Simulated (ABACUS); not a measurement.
# Fe (Im-3m) in ABACUS: a series of runs

One crystal, Fe, is run at these levels: BLYP, rPW86PBE; tasks: relaxation of cell and atoms, single point.

Everything below comes from runs of ABACUS 3.10.1. Logs are shortened: lines on timing, memory, paths and dates and some standing lists are left out, and cuts for length are marked.

## 1. The crystal as given

Symmetry: Im-3m, No. 229, cubic system. The conventional cell has a = 2.886 Å, b = 2.886 Å, c = 2.886 Å, α = 90.00°, β = 90.00°, γ = 90.00°. Fe (site symmetry m-3m) has 8 Fe at 2.50 Å as nearest neighbours.

## 2. Relaxation of cell and atoms, BLYP, collinear spin, ferromagnetic start

run_abacus.py

```python
"""ABACUS run from a structure file: ASE reads it, the script writes STRU, KPT and INPUT."""
import re
import subprocess
from ase.io import read
from ase.units import Bohr

atoms = read("Fe.xyz")
atoms = atoms[(-atoms.numbers).argsort(kind="stable")]  # ABACUS lists atoms element by element
pseudo = {'Fe': 'Fe.upf'}
orbital = {}
magmoms = [3.0]
kmesh = [10, 10, 10]
params = {
    'suffix': 'Fe',
    'calculation': 'cell-relax',
    'basis_type': 'pw',
    'pseudo_dir': './',
    'symmetry': 1,
    'dft_functional': 'GGA_X_B88+GGA_C_LYP',
    'ecutwfc': 90,
    'pseudo_rcut': 10,
    'nspin': 2,
    'nbands': 14,
    'ks_solver': 'dav',
    'smearing_method': 'fd',
    'smearing_sigma': 0.00367493,
    'scf_thr': 1e-08,
    'scf_nmax': 100,
    'mixing_type': 'broyden',
    'mixing_beta': 0.4,
    'cal_force': 1,
    'cal_stress': 1,
    'relax_nmax': 60,
    'force_thr_ev': 0.02,
    'relax_method': 'cg',
    'out_stru': 1,
    'stress_thr': 1,
    'kpar': 4,
}

symbols = atoms.get_chemical_symbols()
elements = list(dict.fromkeys(symbols))
lines = ["ATOMIC_SPECIES"] + [f"{e} {atoms.get_masses()[symbols.index(e)]:.4f} {pseudo[e]}" for e in elements]
if orbital:
    lines += ["", "NUMERICAL_ORBITAL"] + [orbital[e] for e in elements]
lines += ["", "LATTICE_CONSTANT", f"{1 / Bohr:.10f}", "", "LATTICE_VECTORS"]
lines += [" ".join(f"{x:.10f}" for x in v) for v in atoms.cell]
lines += ["", "ATOMIC_POSITIONS", "Direct"]
for e in elements:
    lines += ["", e, "0.0", str(symbols.count(e))]
    for i, p in enumerate(atoms.get_scaled_positions(wrap=False)):
        if symbols[i] == e:
            mag = "" if magmoms is None else " mag " + " ".join(str(x) for x in (magmoms[i] if isinstance(magmoms[i], list) else [magmoms[i]]))
            lines.append(" ".join(f"{x:.10f}" for x in p) + " 1 1 1" + mag)
open("STRU", "w").write("\n".join(lines) + "\n")
open("KPT", "w").write("K_POINTS\n0\nGamma\n%d %d %d 0 0 0\n" % tuple(kmesh))
open("INPUT", "w").write("INPUT_PARAMETERS\n" + "".join(f"{k:<20s}{v}\n" for k, v in params.items()))

done = subprocess.run(['mpirun', '-np', '4', 'abacus'])
if done.returncode:
    raise SystemExit(done.returncode)
log = open("OUT.Fe/running_cell-relax.log").read()
print("final energy (eV):", re.findall(r"FINAL_ETOT_IS (\S+)", log))
```

Fe.xyz

```xyz
1
Lattice="-1.4430000000 1.4430000000 1.4430000000 1.4430000000 -1.4430000000 1.4430000000 1.4430000000 1.4430000000 -1.4430000000" Properties=species:S:1:pos:R:3 pbc="T T T"
Fe     0.0000000000      0.0000000000      0.0000000000
```

Potentials or basis: Ansatz NC PBE, plane waves.

Run with:

```bash
$ OMP_NUM_THREADS=1 python run_abacus.py > log
```

running log:

```text
[... set-up lines left out ...]
 PW ALGORITHM --------------- ION=   1  ELEC=   1--------------------------------
 Notice: Threshold on eigenvalues was too large.
 hsover_error=0.16 > DRHO=0.0299326
 Origin diag ethr = 0.01
 New diag ethr = 0.000187079
          total magnetism (Bohr mag/cell) = 2.37252
       absolute magnetism (Bohr mag/cell) = 2.39488
                        nelec for spin up = 9.18626
                      nelec for spin down = 6.81374

 Density error is 0.0303800388276
                          Error Threshold = 0.000187078853322
----------------------------------------------------------
     Energy           Rydberg                 eV
----------------------------------------------------------
 E_KohnSham     -259.8512597381      -3535.4577649159
 E_Harris       -260.6330766109      -3546.0949291793
 E_Fermi        1.3253130657         18.0318093268
----------------------------------------------------------

 PW ALGORITHM --------------- ION=   1  ELEC=   2--------------------------------
          total magnetism (Bohr mag/cell) = 2.14998906337
       absolute magnetism (Bohr mag/cell) = 2.31043682222
                        nelec for spin up = 9.07499453169
                      nelec for spin down = 6.92500546831

 Density error is 0.00613098477814
                          Error Threshold = 0.000189875242673
----------------------------------------------------------
     Energy           Rydberg                 eV
----------------------------------------------------------
 E_KohnSham     -259.8598132001      -3535.5741407370
 E_Harris       -259.9922970309      -3537.3766757282
 E_Fermi        1.3077203391         17.7924480019
----------------------------------------------------------

 PW ALGORITHM --------------- ION=   1  ELEC=   3--------------------------------
          total magnetism (Bohr mag/cell) = 2.16468382165
       absolute magnetism (Bohr mag/cell) = 2.29582182738
                        nelec for spin up = 9.08234191083
                      nelec for spin down = 6.91765808917

 Density error is 0.000255763046973
                          Error Threshold = 3.83186548634e-05
----------------------------------------------------------
     Energy           Rydberg                 eV
----------------------------------------------------------
 E_KohnSham     -259.8600802281      -3535.5777738391
 E_Harris       -259.8433795857      -3535.3505499425
 E_Fermi        1.3055179458         17.7624829039
----------------------------------------------------------

 PW ALGORITHM --------------- ION=   1  ELEC=   4--------------------------------
          total magnetism (Bohr mag/cell) = 2.16340662702
       absolute magnetism (Bohr mag/cell) = 2.28930671656
                        nelec for spin up = 9.08170331351
                      nelec for spin down = 6.91829668649

 Density error is 7.09311989988e-05
                          Error Threshold = 1.59851904358e-06
----------------------------------------------------------
     Energy           Rydberg                 eV
----------------------------------------------------------
 E_KohnSham     -259.8601045585      -3535.5781048713
 E_Harris       -259.8573669860      -3535.5408582862
 E_Fermi        1.3062246243         17.7720977585
----------------------------------------------------------

 PW ALGORITHM --------------- ION=   1  ELEC=   5--------------------------------
          total magnetism (Bohr mag/cell) = 2.15743541871
       absolute magnetism (Bohr mag/cell) = 2.28865809429
                        nelec for spin up = 9.07871770935
                      nelec for spin down = 6.92128229065

 Density error is 6.46138576438e-06
                          Error Threshold = 4.43319993743e-07
----------------------------------------------------------
     Energy           Rydberg                 eV
----------------------------------------------------------
 E_KohnSham     -259.8601179133      -3535.5782865723
 E_Harris       -259.8774924623      -3535.8146794388
 E_Fermi        1.3067574463         17.7793471735
----------------------------------------------------------

 PW ALGORITHM --------------- ION=   1  ELEC=   6--------------------------------
          total magnetism (Bohr mag/cell) = 2.15948519558
       absolute magnetism (Bohr mag/cell) = 2.288770922
                        nelec for spin up = 9.07974259779
                      nelec for spin down = 6.92025740221

 Density error is 6.5566724405e-07
                          Error Threshold = 4.03836610274e-08
----------------------------------------------------------
     Energy           Rydberg                 eV
----------------------------------------------------------
 E_KohnSham     -259.8601192447      -3535.5783046877
 E_Harris       -259.8578098780      -3535.5468841419
 E_Fermi        1.3064559260         17.7752447795
----------------------------------------------------------

 PW ALGORITHM --------------- ION=   1  ELEC=   7--------------------------------
          total magnetism (Bohr mag/cell) = 2.16043444219
       absolute magnetism (Bohr mag/cell) = 2.28918408542
                        nelec for spin up = 9.0802172211
                      nelec for spin down = 6.9197827789

 Density error is 1.56095636525e-07
                          Error Threshold = 4.09792027531e-09
----------------------------------------------------------
     Energy           Rydberg                 eV
----------------------------------------------------------
 E_KohnSham     -259.8601194562      -3535.5783075649
 E_Harris       -259.8627465866      -3535.6140515083
 E_Fermi        1.3064751040         17.7755057094
----------------------------------------------------------
[... 457 lines left out ...]
       2     -35.458861       0.012000
       3     -35.370188       0.012000
       4     -35.325101       0.012000
       5      11.785179       0.012000
       6      15.818033       0.012000
       7      16.095695       0.012000
       8      17.003190       0.012000
       9      17.198868       0.012000
      10      17.429019       0.012000
      11      36.406382       0.000000
      12      40.432978       0.000000
      13      42.326496       0.000000
      14      43.437090       0.000000

 4/12 kpoint (Cartesian) = 0.10499 -0.10499 0.00000 (1158 pws)
       1     -69.413357       0.012000
       2     -35.576832       0.012000
       3     -35.410114       0.012000
       4     -35.324920       0.012000
       5      13.117630       0.012000
       6      15.496353       0.012000
       7      16.281562       0.012000
       8      17.306247       0.012000
       9      17.483323       0.012000
      10      17.807724       0.012000
      11      31.800217       0.000000
      12      38.406481       0.000000
      13      40.675176       0.000000
      14      42.002514       0.000000

 5/12 kpoint (Cartesian) = 0.13999 -0.13999 0.00000 (1166 pws)
       1     -69.395421       0.012000
       2     -35.671290       0.012000
       3     -35.442274       0.012000
       4     -35.324791       0.012000
       5      13.655473       0.012000
       6      15.246199       0.012000
       7      17.310538       0.012000
       8      17.541308       0.012000
       9      17.893320       0.012000
      10      18.534898       0.002228
      11      27.720859       0.000000
      12      37.022050       0.000000
      13      38.754634       0.000000
      14      41.810302       0.000000

 6/12 kpoint (Cartesian) = 0.17499 0.17499 0.34998 (1180 pws)
       1     -69.388560       0.006000
       2     -35.707142       0.006000
       3     -35.454528       0.006000
       4     -35.324746       0.006000
       5      13.683100       0.006000
       6      15.152866       0.006000
       7      17.446568       0.006000
       8      17.566967       0.006000
       9      18.835665       0.000003
      10      19.151981       0.000000
      11      25.640135       0.000000
      12      36.535859       0.000000
      13      38.052978       0.000000
      14      41.747937       0.000000

[... levels at 18 further k points ...]

------------------------------------------------------------------------------------------
 TOTAL-FORCE (eV/Angstrom)
------------------------------------------------------------------------------------------
                       Fe1         0.0000000000         0.0000000000         0.0000000000
------------------------------------------------------------------------------------------

----------------------------------------------------------------
 TOTAL-STRESS (KBAR)
----------------------------------------------------------------
         0.4861106428         0.0000000000         0.0000000000
         0.0000000000         0.4861106428        -0.0000000000
        -0.0000000000        -0.0000000000         0.4861106428
----------------------------------------------------------------
 TOTAL-PRESSURE: 0.486111 KBAR

 Largest gradient in force is 0.000000 eV/A.
 Threshold is 0.020000 eV/A.

 Largest gradient in stress is 0.486111 kbar.
 Threshold is 1.000000 kbar.

 Relaxation is converged!

 --------------------------------------------
 !FINAL_ETOT_IS -3535.5847358298606196 eV
 --------------------------------------------
```

Run time: 20 s. Hardware: 4 MPI ranks of AMD EPYC 9R14 (Zen 4), shared host; peak memory 0.36 GiB.

What came out:

* Free energy: -3535.5847 eV
* Relaxed volume: 11.66 Å³/atom
* Relaxed cell: a = 2.474 Å, b = 2.474 Å, c = 2.474 Å, α = 109.47°, β = 109.47°, γ = 109.47°
* Space group after relaxing (to 0.05 Å): Im-3m (No. 229)
* Energy gained by relaxing: 6.4 meV/atom
* Ionic steps: 5
* Pressure after relaxing: 0.0 GPa
* Band gap on the k mesh: none (metal or under the smearing width)
* Net moment: 2.14 μB per cell
* Absolute moment: 2.26 μB per cell

The path:
| step | energy change (eV) | largest force (eV/Å) | pressure (GPa) | volume (Å³) |
| --- | --- | --- | --- | --- |
| 1 | 0.0000 | 0.0000 | -5.53 | 12.02 |
| 2 | 0.0017 | 0.0000 | 7.13 | 11.29 |
| 3 | -0.0064 | 0.0000 | -0.11 | 11.66 |
| 4 | -0.0064 | 0.0000 | -0.11 | 11.66 |
| 5 | -0.0064 | 0.0000 | 0.05 | 11.66 |

Final structure:
```yaml
crystal:
  lattice:
    - [-1.42865, 1.42865, 1.42865]
    - [1.42865, -1.42865, 1.42865]
    - [1.42865, 1.42865, -1.42865]
  atoms:
    - { symbol: Fe, position: [0.00000, 0.00000, 0.00000] }
```

Caveat: the potentials were made for another functional, which shifts forces and pressure.

## 3. Single point, rPW86PBE, collinear spin, ferromagnetic start

INPUT

```
INPUT_PARAMETERS
suffix              Fe
calculation         scf
basis_type          pw
pseudo_dir          ./
latname             bcc
symmetry            1
dft_functional      GGA_X_RPW86+GGA_C_PBE
ecutwfc             119
pseudo_rcut         10
nspin               2
nbands              20
ks_solver           dav
smearing_method     fd
smearing_sigma      0.00367493
scf_thr             1e-08
scf_nmax            100
mixing_type         broyden
mixing_beta         0.4
cal_force           1
cal_stress          1
out_chg             1
kpar                4
```

STRU

```
ATOMIC_SPECIES
Fe 55.8450 Fe.upf

LATTICE_CONSTANT
5.4537495957

ATOMIC_POSITIONS
Direct

Fe
0.0
1
0.0000000000 0.0000000000 0.0000000000 1 1 1 mag 3
```

KPT

```
K_POINTS
0
Gamma
10 10 10 0 0 0
```

Potentials or basis: PseudoDojo NC SR 0.5 PBE stringent, plane waves.

Run with:

```bash
$ OMP_NUM_THREADS=1 mpirun -np 4 abacus > log
```

Run time: 12 s. Hardware: 4 MPI ranks of Intel Xeon 6975P-C (Granite Rapids), shared host; peak memory 0.36 GiB.

It converged, with:

```
Free energy            : -3449.9991 eV
Pressure               : -2.7 GPa
Band gap on the k mesh : none (metal or under the smearing width)
Net moment             : 2.28 μB per cell
Absolute moment        : 2.49 μB per cell
```

Levels at points of the mesh, in eV from the Fermi level:
Spin up:
```
           k point  band 7  band 8  band 9  band 10  band 11  band 12
(0.00, 0.00, 0.00)   -2.20   -2.20   -1.14    -1.14    24.24    24.24
(0.50, 0.50, 0.00)   -1.07   -0.97    0.25     0.73     6.92    17.86
(0.50, 0.50, 0.50)    0.01    0.01    0.01     9.66     9.66     9.66
```
Spin down:
```
           k point  band 5  band 6  band 7  band 8  band 9  band 10
(0.00, 0.00, 0.00)   -8.03   -0.06   -0.06   -0.06    1.96     1.96
(0.50, 0.50, 0.00)   -3.27   -1.28    0.55    1.79    2.20     2.77
(0.50, 0.50, 0.50)   -2.56   -2.56    2.49    2.49    2.49     9.75
```

Caveat: the potentials were made for another functional, which shifts forces and pressure.
